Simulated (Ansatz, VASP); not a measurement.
# SnTe in VASP and in Ansatz

```
Sn Te
1.0
     1.67021    4.17553    4.17553
     4.17553    1.67021    4.17553
     4.17553    4.17553    1.67021
Sn Te
1 1
Direct
  0.00000 0.00000 0.00000
  0.50000 0.50000 0.50000
```

Alike in both runs: task single point; functional PBE; k mesh 10 × 10 × 10; occupations gaussian, width 0.03 eV; no spin polarisation.

```csv
,VASP,Ansatz
version,VASP 6.6.1,Ansatz 0.2.0
potentials or method,"VASP PAW PBE potentials, release 64 (Sn_d, Te)","scalar-relativistic, plane waves, PAW"
plane-wave cutoff (eV),520,420
valence electrons in the cell,20,30
```

|  | VASP | Ansatz | Ansatz less VASP |
| --- | --- | --- | --- |
| gap on the k mesh at the Fermi level (eV) | none | none | - |
| pressure (GPa) | -3.1 | -3.1 | +0.05 |
| largest component of the traceless stress (GPa) | 1.22 | 1.22 | +0.001 |

A gap of «none» marks a metal or a gap that the smearing closes. The two sets of potentials don't hold the same shells in valence.

The runs have no spin-orbit coupling, so splittings on Te are missing.
